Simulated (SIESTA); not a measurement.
A run of SIESTA 5.4.2 is set up as follows.

File run.py:

```python
from ase import Atoms
from ase.calculators.siesta import Siesta
from ase.units import Ry, GPa

atoms = Atoms(
    ['Si', 'Si', 'Si', 'Si', 'Si', 'Si', 'C', 'C', 'C', 'C', 'C', 'C'],
    cell=[
        [3.095, 0.0, 0.0],
        [-1.5475, 2.6803486247, 0.0],
        [0.0, 0.0, 15.17],
    ],
    scaled_positions=[
        [0.6666666667, 0.3333333333, 0.4583],
        [0.3333333333, 0.6666666667, 0.9583],
        [0.6666666667, 0.3333333333, 0.7917],
        [0.3333333333, 0.6666666667, 0.2917],
        [0.0, 0.0, 0.625],
        [0.0, 0.0, 0.125],
        [0.6666666667, 0.3333333333, 0.3333],
        [0.3333333333, 0.6666666667, 0.8333],
        [0.6666666667, 0.3333333333, 0.6667],
        [0.3333333333, 0.6666666667, 0.1667],
        [0.0, 0.0, 0.5],
        [0.0, 0.0, 0.0],
    ],
    pbc=True,
)

fdf = {
    'SCFMustConverge': False,
    'OccupationFunction': 'FD',
    'ElectronicTemperature': '0.05 eV',
    'MaxSCFIterations': '120',
    'SCF.Mixer.Method': 'Pulay',
    'SCF.Mixer.Weight': '0.25',
    'SCF.Mixer.History': '8',
    'SCF.DM.Tolerance': '5.0e-05',
    'SCF.H.Tolerance': '1.0e-03 eV',
    'WriteForces': 'true',
    'Charge.Mulliken': 'end',
    'Charge.Hirshfeld': 'end',
    'Charge.Voronoi': 'end',
    'SaveRho': 'true',
    'SaveElectrostaticPotential': 'true',
    'BandLinesScale': 'ReciprocalLatticeVectors',
    'BandLines': ['  1    0.000000   0.000000   0.000000  \\Gamma', ' 14    0.500000   0.000000   0.000000  M', '  8    0.333333   0.333333   0.000000  K', ' 16    0.000000   0.000000   0.000000  \\Gamma', '  2    0.000000   0.000000   0.500000  A', ' 14    0.500000   0.000000   0.500000  L', '  8    0.333333   0.333333   0.500000  H', ' 16    0.000000   0.000000   0.500000  A', '  1    0.500000   0.000000   0.500000  L', '  2    0.500000   0.000000   0.000000  M', '  1    0.333333   0.333333   0.000000  K', '  2    0.333333   0.333333   0.500000  H'],
}
calc = Siesta(
    label="SiC",
    command="siesta < PREFIX.fdf > PREFIX.out",
    pseudo_path="pseudos",
    pseudo_qualifier="",
    xc=('GGA', 'PBE'),
    basis_set="TZP",
    mesh_cutoff=500 * Ry,
    energy_shift=0.005 * Ry,
    kpts=[10, 10, 2],
    spin="non-polarized",
    fdf_arguments=fdf,
)
atoms.calc = calc

print(f"energy = {atoms.get_potential_energy():.6f} eV")
free = atoms.get_potential_energy(force_consistent=True)
print(f"free energy = {free:.6f} eV")
print("forces (eV/A):")
print(atoms.get_forces(apply_constraint=False).round(6))
print("stress (GPa, Voigt order, tension positive):", (atoms.get_stress() / GPa).round(4))
```

Potentials or basis: PseudoDojo 0.4 standard (PBE files), TZP (energy shift 0.005 Ry).

Launch:

```sh
$ python run.py
```

Q: Predict the Hirshfeld charges.

A: Si +0.27, +0.28; C -0.27, -0.28 e.

Q: Predict the band gap on the k mesh.

A: 2.03 eV, indirect (least direct gap 3.13 eV).

Q: Predict the Voronoi charges.

A: Si +0.38; C -0.38, -0.39 e.

Forces on the atoms (eV/Å):
```
Si   0.000  0.000  0.056
Si   0.000  0.000  0.056
Si   0.000  0.000  0.026
Si   0.000  0.000  0.026
Si   0.000  0.000  0.040
Si   0.000  0.000  0.040
C    0.000  0.000 -0.006
C    0.000  0.000 -0.006
C    0.000  0.000  0.031
C    0.000  0.000  0.031
C    0.000  0.000 -0.145
C    0.000  0.000 -0.145
```

Caveat: the basis of atomic orbitals isn't converged, which shifts pressures, moduli and gaps.
